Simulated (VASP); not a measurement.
Set up this calculation in VASP 6.6.1, as the native input.

```yaml
Task: relaxation of the atoms
Functional: PBE
Dispersion: D3(BJ)
Potentials_or_basis: VASP PAW PBE potentials, release 64 (Na_pv, Cl)
Cutoff: 600 eV
k_mesh: 8 × 8 × 8
Occupations: gaussian, width 0.03 eV
Spin: no spin polarisation
Further_INCAR_settings: ALGO = Normal; EDIFF = 1e-07; IBRION = 2; EDIFFG = -0.01; NSW = 40
```

The structure of NaCl lies in POSCAR:

```
NaCl                                    
1.0
    0.0000000000      2.7905126542      2.7905126542
    2.7905126542      0.0000000000      2.7905126542
    2.7905126542      2.7905126542      0.0000000000
  Na              Cl            
     1     1
Direct
     1.0000000000000000    0.0000000000000000    1.0000000000000000
     0.5000000000000000    0.5000000000000000    0.5000000000000000
```

These files were run (other wordings do the same):

INCAR

```
  PREC = Accurate
  ENCUT = 600
  EDIFF = 1E-7
  ISMEAR = 0
  SIGMA = 0.03
  LREAL = False
  LASPH = True
  NELM = 80
  ALGO = Normal
  ISIF = 2
  LWAVE = False
  LCHARG = False
  GGA = PE
  IVDW = 12
  IBRION = 2
  NSW = 40
  EDIFFG = -0.01
```

KPOINTS

```
Automatic mesh
0
Gamma
  8 8 8
```

Potentials or basis: VASP PAW PBE potentials, release 64 (Na_pv, Cl).

Launch:

```console
$ cat potpaw_PBE.64/Na_pv/POTCAR potpaw_PBE.64/Cl/POTCAR > POTCAR
$ mpirun -np 1 vasp_std > vasp.out
```

Results of the run:

```yaml
Pressure_after_relaxing: 0.0 GPa
Band_gap_on_the_k_mesh: 5.23 eV, direct
Dispersion_energy_per_atom: -0.222 eV
```

Caveat: the relaxation stopped at its first step, so nothing moved.

Wall time 5.9 s on 1 thread of Intel(R) Xeon(R) 6975P-C (Granite Rapids), on a shared host, peak memory 0.18 GiB.
